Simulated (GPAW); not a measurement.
Here is a GPAW 26.7.0 calculation.

run.py

```python
from ase import Atoms
from ase.filters import FrechetCellFilter
from ase.io import write
from ase.optimize import BFGS
from gpaw import GPAW, PW, setup_paths

setup_paths.insert(0, '.')

atoms = Atoms(['Sb', 'Sb'],
              cell=[[3.3545324186, 0.0, 0.0],
                    [-1.6772662093, 2.9051102923, 0.0],
                    [0.0, 0.0, 5.47016065]],
              scaled_positions=[[0.6666666667, 0.3333333333, 0.75],
                                [0.3333333333, 0.6666666667, 0.25]],
              pbc=True)

calc = GPAW(mode=PW(600),
            xc='PBEsol',
            kpts={'size': (7, 7, 4), 'gamma': True},
            occupations={'name': 'fermi-dirac', 'width': 0.05},
            nbands=25,
            convergence={'density': 1e-05, 'forces': 0.0001},
            maxiter=150,
            txt='gpaw.txt')
atoms.calc = calc
opt = BFGS(FrechetCellFilter(atoms), trajectory='relax.traj', logfile='-')
done = opt.run(fmax=0.02, steps=60)
calc.write('gs.gpw')
write('result.traj', atoms)
print('Converged:', done)
print('Cell:', atoms.cell.cellpar().round(4))
print('Volume:', round(atoms.get_volume(), 4))
print(atoms.get_scaled_positions().round(5))
```

Potentials or basis: PAW data sets generated in the run's folder for this functional, pw.

Command:

```console
$ gpaw-setup -f PBEsol Sb
$ OMP_NUM_THREADS=1 python run.py
```

(1) Estimate the relaxed volume.

(2) What does it give for the space group after relaxing (to 0.05 Å)?

(3) What does it give for the relaxed cell?

## Answers

(1) 26.02 Å³/atom.

(2) P6_3/mmc (No. 194).

(3) a = 3.343 Å, b = 3.343 Å, c = 5.377 Å, α = 90.00°, β = 90.00°, γ = 120.00°.

Caveat: later steps reuse the first step's grids.
